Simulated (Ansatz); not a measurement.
HgTe (Coloradoite) under changes of volume

One of the cells (33.215 Å³/atom); the others are scaled copies at fixed shape and fractional positions:

```xyz
2
Lattice="0.0000 3.2145 3.2145 3.2145 0.0000 3.2145 3.2145 3.2145 0.0000" Properties=species:S:1:pos:R:3 pbc="T T T"
Hg    0.0000    0.0000    0.0000
Te    4.8217    4.8217    4.8217
```

```yaml
Program: Ansatz 0.2.0
Functional: BLYP
Potentials_or_basis: Ansatz PAW
Cutoff: "420 eV (not typed: the program's choice for these potentials)"
k_mesh: 7 × 7 × 7
Occupations: fermi-dirac, width 0.05 eV
Spin: no spin polarisation
```

| volume (Å³/atom) | energy over the lowest point (meV/atom) | pressure (GPa) |
| --- | --- | --- |
| 31.223 | ? | ? |
| 31.887 | 152.45 | 10.6 |
| 32.551 | 111.43 | 9.2 |
| 33.215 | 76.26 | 7.8 |
| 33.880 | 46.30 | 6.6 |
| 34.544 | 21.03 | 5.6 |
| 35.208 | 0.00 | 4.6 |

Q: What does the run at 31.223 Å³/atom give?

A: Energy over the lowest point 199.93 meV/atom; pressure 12.3 GPa.

Worked out: A Birch-Murnaghan fit of order 3 (a polynomial in V^(-2/3)) to the other rows has no minimum within the range. It gives 200.01 meV/atom at 31.223 Å³/atom, against the run's 199.93, and -dE/dV = 12.3 GPa, against 12.3.

Energies are extrapolated to zero smearing.

Caveats: the PAW data sets come from PBE, with cores solved anew for the run's functional, which leaves a small shift of forces and pressure.
